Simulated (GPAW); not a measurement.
CdO2:

```xyz
3
Lattice="3.4762 0.0000 0.0000 -1.7381 3.0105 0.0000 0.0000 0.0000 4.1481" Properties=species:S:1:pos:R:3 pbc="T T T"
Cd    0.0000    0.0000    0.0000
O     0.0000    2.0070    1.0130
O     1.7381    1.0035    3.1350
```

The cell comes from a database or a generator and needn't be the stable form of this composition.

| Property | Result |
| --- | --- |
| Program | GPAW 26.7.0 |
| Task | relaxation of cell and atoms |
| Functional | PBEsol |
| Dispersion | D3 |
| Potentials or basis | PAW data sets generated in the run's folder for this functional |
| Cutoff | 800 eV |
| Basis | pw |
| k mesh | 7 × 7 × 5 |
| Occupations | fermi-dirac, width 0.05 eV |
| Spin | no spin polarisation |

At the start: pressure -12.3 GPa; volume 14.47 Å³/atom.

**Question.** How do energy, volume and symmetry change on relaxing?

**Answer.** Over 14 steps the energy falls by 145.0 meV/atom and the volume is 11.43 Å³/atom (-21.0 %); space group P-3m1 (No. 164, to 0.05 Å).

The path:
| step | energy change (eV) | largest force (eV/Å) | pressure (GPa) | volume (Å³) |
| --- | --- | --- | --- | --- |
| 1 | 0.0000 | 0.3218 | -12.31 | 43.41 |
| 2 | -0.0526 | 0.2274 | -11.19 | 42.73 |
| 3 | -0.2119 | 0.6550 | 1.95 | 37.73 |
| 4 | -0.2274 | 0.4533 | -1.43 | 38.54 |
| 5 | -0.2387 | 0.4134 | -2.06 | 38.52 |
| 6 | -0.3682 | 0.4169 | -6.85 | 36.40 |
| 7 | -0.3962 | 0.2404 | -4.41 | 35.80 |
| 8 | -0.4144 | 0.1543 | 1.37 | 34.02 |
| 9 | -0.4172 | 0.0359 | 0.55 | 34.46 |
| 10 | -0.4189 | 0.0697 | 0.13 | 34.51 |
| 11 | -0.4258 | 0.1378 | -0.80 | 34.56 |
| 12 | -0.4326 | 0.1221 | -0.97 | 34.48 |
| 13 | -0.4347 | 0.0513 | -0.48 | 34.36 |
| 14 | -0.4349 | 0.0066 | -0.07 | 34.30 |

Final structure:
```xyz
3
Lattice="3.3424 0.0000 0.0000 -1.6712 2.8946 0.0000 0.0000 0.0000 3.5449" Properties=species:S:1:pos:R:3 pbc="T T T"
Cd    0.0000    0.0000    0.0000
O     0.0000    1.9298    1.0057
O     1.6712    0.9649    2.5392
```

Caveat: later steps reuse the first step's grids; the volume moved by over 15 % at a fixed basis, so the end points are rough; pairwise dispersion overbinds metals, which lowers pressure and volume.
